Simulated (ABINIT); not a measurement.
Crystal: BN.

```
N B
1.0
     0.00000    1.81300    1.81300
     1.81300    0.00000    1.81300
     1.81300    1.81300    0.00000
N B
1 1
Direct
  0.25000 0.25000 0.25000
  0.00000 0.00000 0.00000
```

The cell is a database's computed one.

Program: ABINIT 10.8.3 (patched build). Alike in all runs: no spin polarisation; cell as given.

Problem. Order these runs on this cell by their band gap on the k mesh, lowest first.
A. level AM05; potentials or basis JTH PAW PBE v2.0; k mesh 13 × 13 × 13; cutoff (eV) 680; smearing fermi-dirac 0.05 eV; fine-grid cutoff 1278.94 eV
B. level PBE; potentials or basis JTH PAW PBE v2.0; k mesh 13 × 13 × 13; cutoff (eV) 707; smearing fermi-dirac 0.05 eV; fine-grid cutoff 1306.15 eV
C. level TB-mBJ; potentials or basis JTH PAW LDA v2.0; k mesh 13 × 13 × 13; cutoff (eV) 844; smearing fermi-dirac 0.05 eV; fine-grid cutoff 1442.2 eV
D. level PBE0; potentials or basis PseudoDojo NC SR PBE v0.4.1 standard; k mesh 8 × 8 × 8; cutoff (eV) 952; smearing fixed; most SCF steps 60
E. level r2SCAN; potentials or basis JTH PAW PBE v2.0; k mesh 13 × 13 × 13; cutoff (eV) 844; smearing fermi-dirac 0.05 eV; fine-grid cutoff 1442.2 eV

Solution. A (4.35 eV), B (4.52 eV), E (5.02 eV), C (5.96 eV), D (6.58 eV).

Caveats: an odd mesh through Γ misses points on the zone boundary, where band edges often lie (some runs); the constant c of TB-mBJ comes from the pseudo density here, which moves gaps by up to 0.3 eV between sets of potentials (some runs).

Not every run made on this cell is shown here.
